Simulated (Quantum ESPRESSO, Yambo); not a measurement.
# BAs (F-43m): G0W0 with Yambo, start to end, part 2 of 3

Wanted: ground state, empty states, screening and self-energy for BAs (F-43m).

Quantum ESPRESSO 7.5 and Yambo 5.3.0; PBE and many-body steps on it, plane waves. Known limits of the many-body steps: not at the basis limit; no spin-orbit coupling; coarse k mesh.

So far. Step 2 (Ground state): The gap is indirect, with the least direct gap 2.08 eV higher. Step 3 (Bands along the symmetry lines): The gap is 1.207 eV, as in the run before at this level.

### 4. Empty states on the mesh, 4×4×4 mesh, 74 bands

Level of this step: DFT, PBE, plane waves, norm-conserving pseudopotentials (Quantum ESPRESSO).

The sums over transitions need many empty states on a uniform mesh; this step solves for them.

pw.in reads:

```
&control
  calculation = 'nscf'
  prefix = 'x'
  outdir = 'o'
  pseudo_dir = 'pseudo'
/
&system
  ibrav = 0
  nat = 2
  ntyp = 2
  ecutwfc = 100.0
  nbnd = 74
  force_symmorphic = .true.
/
&electrons
  conv_thr = 1e-9
  electron_maxstep = 80
  diago_full_acc = .true.
  diago_thr_init = 5e-6
/
ATOMIC_SPECIES
  B 10.81 B.upf
  As 74.922 As.upf
CELL_PARAMETERS angstrom
  -0.0000000000 2.3885000000 2.3885000000
  2.3885000000 -0.0000000000 2.3885000000
  2.3885000000 2.3885000000 -0.0000000000
ATOMIC_POSITIONS crystal
  B 0.0000000000 0.0000000000 0.0000000000
  As 0.2500000000 0.2500000000 0.2500000000
K_POINTS automatic
  4 4 4 0 0 0
```

Launch:

```bash
$ OMP_NUM_THREADS=1 mpirun -n 4 pw.x -nk 4 -in pw.in > pw.out
```

Output:

```text
[banner, memory and clock lines left out]
Program PWSCF v.7.5 starts

     Atomic positions and unit cell read from directory:
     o/x.save/

     Message from routine setup:
     using ibrav=0 with symmetry is DISCOURAGED, use correct ibrav instead

     G-vector sticks info

     bravais-lattice index     =            0
     lattice parameter (alat)  =       6.3832  a.u.
     unit-cell volume          =     183.9087 (a.u.)^3
     number of atoms/cell      =            2
     number of atomic types    =            2
     number of electrons       =        26.00
     number of Kohn-Sham states=           74
     kinetic-energy cutoff     =     100.0000  Ry
     charge density cutoff     =     400.0000  Ry
     Exchange-correlation= PBE
                           (   1   4   3   4   0   0   0)

     celldm(1)=   6.383210  celldm(2)=   0.000000  celldm(3)=   0.000000
     celldm(4)=   0.000000  celldm(5)=   0.000000  celldm(6)=   0.000000

     crystal axes: (cart. coord. in units of alat)
               a(1) = (  -0.000000   0.707107   0.707107 )
               a(2) = (   0.707107  -0.000000   0.707107 )
               a(3) = (   0.707107   0.707107  -0.000000 )

     reciprocal axes: (cart. coord. in units 2 pi/alat)
               b(1) = ( -0.707107  0.707107  0.707107 )
               b(2) = (  0.707107 -0.707107  0.707107 )
               b(3) = (  0.707107  0.707107 -0.707107 )
     Pseudo is Norm-conserving + core correction, Zval =  3.0
     Generated using ONCVPSP code by D. R. Hamann
     Using radial grid of 1534 points,  4 beta functions with:
     Pseudo is Norm-conserving + core correction, Zval = 23.0
     Generated using ONCVPSP code by D. R. Hamann
     Using radial grid of 1358 points,  6 beta functions with:
     B                 3.00    10.81000     B ( 1.00)
     As               23.00    74.92200     As( 1.00)

     24 Sym. Ops. (no inversion) found

   Cartesian axes

     site n.     atom                  positions (alat units)
         1        B      tau(   1) = (   0.0000000   0.0000000   0.0000000  )
         2        As     tau(   2) = (   0.3535534   0.3535534   0.3535534  )

     number of k points=     8
                       cart. coord. in units 2pi/alat
        k(    1) = (   0.0000000   0.0000000   0.0000000), wk =   0.0312500
        k(    2) = (   0.1767767   0.1767767  -0.1767767), wk =   0.2500000
        k(    3) = (  -0.3535534  -0.3535534   0.3535534), wk =   0.1250000
[...]
k(    7) = (  -0.7071068   0.0000000   0.0000000), wk =   0.0937500
        k(    8) = (  -0.7071068   0.3535534   0.0000000), wk =   0.1875000

     Dense  grid:    24933 G-vectors     FFT dimensions: (  45,  45,  45)

     The potential is recalculated from file :
     o/x.save/charge-density

     Starting wfcs are   17 randomized atomic wfcs +   57 random wfcs

     Band Structure Calculation

     End of band structure calculation

          k = 0.0000 0.0000 0.0000 (  3119 PWs)   bands (ev):

  -173.2770-116.6589-116.6589-116.6589 -23.6917 -23.6917 -23.6917 -23.6720
   -23.6720  -3.2329  12.1652  12.1652  12.1652  15.4540  15.4540  15.4540
    16.8509  21.7655  25.3321  25.3321  26.6220  26.6220  26.6220  31.1379
    41.9864  41.9864  41.9864  49.0114  49.0114  49.0114  49.5648  49.5648
[...]
103.0612 106.0185

          k = 0.1768 0.1768-0.1768 (  3104 PWs)   bands (ev):

  -173.2770-116.6589-116.6589-116.6589 -23.6900 -23.6882 -23.6882 -23.6713
[...]
98.8595 100.9599

          k =-0.3536-0.3536 0.3536 (  3100 PWs)   bands (ev):

  -173.2770-116.6590-116.6589-116.6589 -23.6885 -23.6862 -23.6862 -23.6691
[...]
81.9582  82.2558  82.2558  82.3559  88.6249  88.8194  88.8194  89.6086
    89.6086  91.3414  92.3511  92.3511  94.1693  94.1693  94.6845  95.5355
    95.7146  98.7650

          k = 0.3536 0.0000 0.0000 (  3122 PWs)   bands (ev):

     [... further k-points ...]

     highest occupied, lowest unoccupied level (ev):    12.1652   13.6158

     XML data file, pseudopotentials, collected wavefunctions
```

It took 3.7 s on 4 MPI ranks of Arm Neoverse V2, shared host; peak memory 0.27 GiB.

This step gave:

```yaml
gap: 1.451 eV
k_of_the_valence_top: 0, 0, 0
k_of_the_conduction_bottom: 0, -0.5, -0.5
least_direct_gap: 3.289 eV
k_points_computed: 8
lowest_point_of_the_top_converged_band_above_the_valence_top: 86.3992 eV
```

On this mesh the gap is 1.451 eV. The earlier step found 1.207 eV, so this mesh misses an edge.

### 5. Conversion and set-up

This step: Yambo 5.3.0; conversion and set-up on PBE, plane waves, norm-conserving pseudopotentials.

The states are converted to the many-body program's format and the q mesh is built.

Launch:

```bash
$ (cd o/x.save; p2y > p2y.log; mv SAVE ../..); yambo > setup.log
```

Output:

```text
 Yambo, version 5.3.0

 [02] CORE Variables Setup
 =========================

  [02.01] Unit cells
  ==================

  Cell kind             :  FCC
  Atoms in the cell     :  B  As
  number of B  atoms    :  1
  number of As atoms    :  1

  List of atomic masses
  Mass of B     :  10.81000
  Mass of As    :  74.92200

  List of atomic coordinates    : [cc]
  B1       :  0.000000  0.000000  0.000000  order 1
  As1       :  2.256805  2.256805  2.256805  order 2

  Alat factors          :  4.513611  4.513611  4.513611 [a.u.]
  Direct lattice volume :  183.9087 [a.u.]
  Direct lattice vectors:  A[ 1 ]  A[ 2 ]  A[ 3 ]
   A[ 1 ]: -0.000000  1.000000  1.000000  [iru]
  -0.000000  4.513611  4.513611  [cc]
   A[ 2 ]:  1.000000 -0.000000  1.000000  [iru]
   4.513611 -0.000000  4.513611  [cc]
   A[ 3 ]:  1.000000  1.000000 -0.000000  [iru]
   4.513611  4.513611 -0.000000  [cc]

  Recip. lattice volume :  1.348768 [a.u.]
  Recip. lattice vectors:  B[ 1 ]  B[ 2 ]  B[ 3 ]
   B[ 1 ]: -0.500000  0.500000  0.500000  [iku]
  -0.696026  0.696026  0.696026  [cc]
   B[ 2 ]:  0.500000 -0.500000  0.500000  [iku]
   0.696026 -0.696026  0.696026  [cc]
   B[ 3 ]:  0.500000  0.500000 -0.500000  [iku]
   0.696026  0.696026 -0.696026  [cc]

  [02.02] Symmetries
  ==================

  Inversion symmetry    : yes
  Spatial inversion     : no
  Inversion index       :  25
  K-space Time-reversal : yes
  Magnetic symmetries   : no
  Time-reversal derived K-space symmetries:   25   48
  Group table correct   : yes
  Symmetries units      :  [cc]

   [S  1]:   1.0000     -0.32065E-16 -0.32065E-16 -0.32065E-16   1.0000      0.32065E-16  0.32065E-16  0.32065E-16   1.0000
   [S  2]:  -1.0000      0.32065E-16 -0.32065E-16  0.32065E-16  -1.0000      0.32065E-16 -0.32065E-16 -0.32065E-16   1.0000
   [S  3]:  -1.0000     -0.32065E-16  0.32065E-16  0.32065E-16   1.0000     -0.32065E-16 -0.32065E-16  0.32065E-16  -1.0000
[...]
[S  9]: -0.32065E-16   1.0000     -0.32065E-16  0.32065E-16 -0.32065E-16   1.0000       1.0000      0.32065E-16  0.32065E-16
   [S 10]: -0.32065E-16  -1.0000      0.32065E-16  0.32065E-16  0.32065E-16  -1.0000       1.0000     -0.32065E-16 -0.32065E-16
     [... 36 further rows ...]
   [S*47]:   1.0000     -0.32065E-16  0.32065E-16 -0.32065E-16  0.32065E-16  -1.0000      0.32065E-16   1.0000     -0.32065E-16
   [S*48]:   1.0000      0.32065E-16 -0.32065E-16 -0.32065E-16 -0.32065E-16   1.0000      0.32065E-16  -1.0000      0.32065E-16

  [02.03] Reciprocal space
  ========================

  nG shells         :  278
  nG charge         :  24933
  nG WFs            :   3817
  nC WFs            :  3138
  G-vecs. in first 27 shells:  [ Number ]
     1    9   15   27   51   59   65   89  113
    137   169   181   229   259   283   307   331   339
    387   411   459   531   537   561   609   645   701
  ...
  Shell energy in first 27 shells:  [ mHa ]
[...]
K/Q-points units:
  rlu = crystal or reduced units; cc = cartesian coordinates; iku = interal k-units

  K [1]          [rlu]:  0.000000  0.000000  0.000000
         WF components:  3119
  K [2]          [rlu]: -0.46518E-17 -0.46518E-17  0.25000
         WF components:  3104
  K [3]          [rlu]:  0.93037E-17  0.93037E-17 -0.50000
         WF components:  3100
  K [4]          [rlu]:  0.14504E-17  0.25000      0.25000
         WF components:  3122
  K [5]          [rlu]: -0.16785E-17  0.25000     -0.50000
         WF components:  3116
  [... 2 further k-points ...]
  K [8]          [rlu]:  0.250000 -0.500000 -0.250000
         WF components:  3112

  [02.05] Energies & Occupations
  ==============================

  [X] === General ===
  [X] Electronic Temperature                        :  0.000000  0.000000 [eV K]
  [X] Bosonic    Temperature                        :  0.000000  0.000000 [eV K]
  [X] Finite Temperature mode                       : no
  [X] El. density                                   :  0.95404E+24 [cm-3]
  [X] Fermi Level                                   :  12.16515 [eV]

  [X] === Gaps and Widths ===
  [X] Conduction Band Min                           :  1.450685 [eV]
  [X] Valence Band Max                              :  0.000000 [eV]
  [X] Filled Bands                                  :  13
  [X] Empty Bands                                   :   14   74
  [X] Direct Gap                                    :  3.288876 [eV]
  [X] Direct Gap localized at k                     :  1
  [X] Indirect Gap                                  :  1.450685 [eV]
  [X] Indirect Gap between kpts                     :   1   7
  [X] Last valence band width                       :  5.185469 [eV]
  [X] 1st conduction band width                     :  3.822368 [eV]

  E @ K [1]:  [eV]
  -185.4422 -128.8241 -128.8241 -128.8241  -35.8568  -35.8568  -35.8568  -35.8372
   -35.8372     -15.3980    -0.388697E-8 -0.145358E-8   0.00000      3.28888      3.28888      3.28888
    4.68571   9.60039  13.16699  13.16699  14.45680  14.45680  14.45680  18.97276
[...]
occ @ K [1]
[...]
E @ K [2]:  [eV]
[...]
occ @ K [2]
[...]
E @ K [3]:  [eV]
[...]
occ @ K [3]
[...]
E @ K [4]:  [eV]
[...]
occ @ K [4]
[...]
E @ K [5]:  [eV]
[...]
occ @ K [5]
[...]
[... 2 further k-points ...]
  E @ K [8]:  [eV]
[...]
occ @ K [8]
[...]
0.000000  0.000000  0.000000  0.000000  0.000000  0.000000  0.000000  0.000000
   0.000000  0.000000  0.000000  0.000000  0.000000  0.000000  0.000000  0.000000

 [03] Transferred momenta grid and indexing
 ==========================================

 IBZ Q-points                                      :   8
 BZ  Q-points                                      :   64

 K/Q-points units:
 rlu = crystal or reduced units; cc = cartesian coordinates; iku = interal k-units

 Q [1]          [rlu]:  0.000000  0.000000  0.000000
 Q [2]          [rlu]:  0.31652E-17  0.31652E-17  0.25000
 Q [3]          [rlu]: -0.63303E-17 -0.63303E-17 -0.50000
[...]
Q [7]          [rlu]:  0.36976E-16 -0.50000     -0.50000
 Q [8]          [rlu]:  0.250000 -0.500000 -0.250000

  [03.01] X indexes
  =================

   [03.01.01] Sigma indexes
   ========================

 [06] Game Over & Game summary
```

Wall time 2.1 s (1 MPI rank); peak memory 0.24 GiB.

(Part 2 of 3 ends here.)

[Paths, hosts, dates, memory and timing lines, banners, echoed tables and standing remarks are left out of the program output.]

[Logs are printed without paths, hosts, clocks, repeated set-up lines and the standing remarks that a program may print on its own settings, such as how far it seeks lower states.]

[Runs of the session that timed out or met a known fault of the program may be left out.]

[Hosts, paths, dates, database ids (printed as entryN), source tags and the programs' standing remarks are cut or masked in the printed files.]
